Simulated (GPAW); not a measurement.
Runs of GPAW 26.7.0 on GaN. It takes space group P6_3mc (No. 186, hexagonal). The conventional cell has a = 3.180 Å, b = 3.180 Å, c = 5.166 Å, α = 90.00°, β = 90.00°, γ = 120.00°. Ga (site symmetry 3m) is surrounded by 4 N at 1.94 to 1.95 Å. N (site symmetry 3m) is surrounded by 4 Ga at 1.94 to 1.95 Å. 

```tsv
task	level	potentials or basis	cell	k mesh	cutoff (eV)	smearing	kernel	eta	response ecut	scissors	maxiter	other keys	mesh quality	gap on the mesh (eV)	pressure (GPa)	largest force (eV/Å)
optical spectrum	BLYP	PAW data sets generated in the run's folder for this functional, pw	as given	8 × 8 × 4	600	fermi-dirac 0.001 eV	RPA	0.1 eV	50 eV	0.5 eV	150	-	not flagged	2.18	-	-
hybrid scf	TPSSh	GPAW PAW data sets (gpaw-data 1.2.1), pw	as given	4 × 4 × 2	550	fermi-dirac 0.001 eV	-	-	-	-	40	-	coarse	2.67	-	-
dielectric tensor	PBE	GPAW PAW data sets (gpaw-data 1.2.1), pw	as given	8 × 8 × 4	550	fermi-dirac 0.001 eV	-	-	80 eV	-	150	-	not flagged	2.02	-	-
one-shot levels on a semilocal density	r2SCAN	GPAW PAW data sets (gpaw-data 1.2.1), pw	as given	6 × 6 × 3	550	fermi-dirac 0.05 eV	-	-	-	-	100	several, not listed	coarse	(a)	-	-
single point	BLYP	PAW data sets generated in the run's folder for this functional, pw	as given	8 × 8 × 4	600	fermi-dirac 0.01 eV	-	-	-	-	150	-	not flagged	2.18	(b)	0.17
single point	PBE	GPAW PAW data sets (gpaw-data 1.2.1), pw	atoms moved at random, drawn with an rms of 0.05 Å	10 × 10 × 5	800	fermi-dirac 0.05 eV	-	-	-	-	150	-	not flagged	1.95	16.0	1.91
dielectric tensor	BLYP	PAW data sets generated in the run's folder for this functional, pw	as given	8 × 8 × 4	600	fermi-dirac 0.001 eV	-	-	60 eV	-	150	-	not flagged	2.18	-	-
```

Alike in all rows: no spin polarisation.

Question: Fill in the values left out.

Answer: (a) 2.49; (b) 14.1.

Caveats: some runs use coarse meshes; the long-wavelength limit can be off by a per cent or two (some runs); an odd mesh through Γ misses points on the zone boundary, where band edges often lie (some runs); the PAW data sets were made with another functional, which shifts forces and pressure a little (some runs); independent-particle spectra lack excitons (some runs); exact exchange converges slowly with the k mesh, and this mesh is small (some runs); the scaled meta-GGA exchange is a class typed in the script (some runs).

A k mesh can miss the band edges, and the runs leave out spin-orbit coupling on Ga.
